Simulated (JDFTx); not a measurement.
Runs of JDFTx 1.7.0 (patched build) on Re. It takes space group P6_3/mmc (No. 194, hexagonal). The conventional cell has a = 2.766 Å, b = 2.766 Å, c = 8.939 Å, α = 90.00°, β = 90.00°, γ = 120.00°. Re (site symmetry -6m2) is surrounded by 12 Re at 2.75 to 2.77 Å. Re (site symmetry -3m) is surrounded by 12 Re at 2.75 to 2.77 Å. 

| U | gap on the mesh (eV) | pressure (GPa) |
| --- | --- | --- |
| Re d U = 3 eV | none | -7.0 |
| Re d U = 8 eV | none | (a) |
| Re d U = 4 eV | none | (b) |
| Re d U = 1 eV | none | 0.0 |
| Re d U = 6 eV | none | -17.2 |

Alike in all rows: task single point; level PBE+U; potentials or basis PseudoDojo-SR-PBE-0.5-standard with smoothed tails; no spin polarisation; cell as given; k mesh 9 × 9 × 2; cutoff (eV) 980; smearing fermi-dirac 0.05 eV.

Fill in the values left out.

(a) -23.5; (b) -10.4.

Caveats: U without spin polarisation on a metal has little footing; the U is typed as a test and isn't derived for this compound.

A k mesh can miss the band edges, and the runs leave out spin-orbit coupling on Re.

A gap of «none» marks a metal or a gap under the smearing width.

Not every run made on this cell is shown here.
